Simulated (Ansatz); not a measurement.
The reference is ZnTe in the zinc blende structure (space group F-43m, No. 216; a = 6.113 Å). Axes: x, y, z lie along the cube axes.

Now apply this change: uniaxial stress, 3 GPa compression along x; all other stress components relax to zero.

Levels (all Ansatz, an electronic-structure program, PAW): r2SCAN (500 eV, without spin-orbit coupling); HSE06+SOC (420 eV, noncollinear with spin-orbit coupling).

The geometry is relaxed with r2SCAN.

- r2SCAN band gap = 1.61 eV
- r2SCAN valence-band top at Γ = 0.00, -0.37, -0.37 eV

Question: Predict the band gap and valence-band top at Γ from HSE06+SOC.

Answer: The band gap increases by 0.23 eV (1.61 eV → 1.84 eV); the valence-band top at Γ (three highest Kramers pairs, from the VBM) changes from 0.00, -0.37, -0.37 eV to 0.00, -0.29, -1.17 eV.

Single points use the geometry relaxed with r2SCAN. The spin-orbit shifts are approximate. With Te present, leaving out spin-orbit coupling can change the band edges. Load acts through the strain it causes; cell and atoms are relaxed under it. Beyond what the load breaks, stability against distortions was not tested.
